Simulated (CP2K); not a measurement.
Pb:

```xyz
1
Lattice="3.4760 0.0000 0.0000 1.7584 3.0524 0.0000 1.7725 1.0201 2.8395" Properties=species:S:1:pos:R:3 pbc="T T T"
Pb    0.0000    0.0000    0.0000
```

Base run:

* Program: CP2K 2026.2
* Functional: vdW-DF2
* Potentials or basis: POTENTIAL_UZH Pb GTH-PBE-q4; TZVP-MOLOPT-PBE-GTH basis
* Density cutoff: 9184 eV
* k mesh: 9 × 9 × 9
* Occupations: fermi-dirac, width 0.05 eV
* Spin: no spin polarisation

Its results: band gap on the k mesh none (metal or under the smearing width); pressure 8.9 GPa.

**Question.** After a change of settings the same cell gave: band gap on the k mesh none (metal or under the smearing width); pressure -2.7 GPa. Which change was it?
A. functional from vdW-DF2 to LDA
B. functional from vdW-DF2 to WC
C. functional from vdW-DF2 to M06-L
D. functional from vdW-DF2 to optB88-vdW

**Answer.** C.

Caveats: the potentials were made for another functional, which shifts forces and pressure; the basis of atomic orbitals isn't converged, which shifts pressures, moduli and gaps.

Runs at the PBE level aren't shown here.
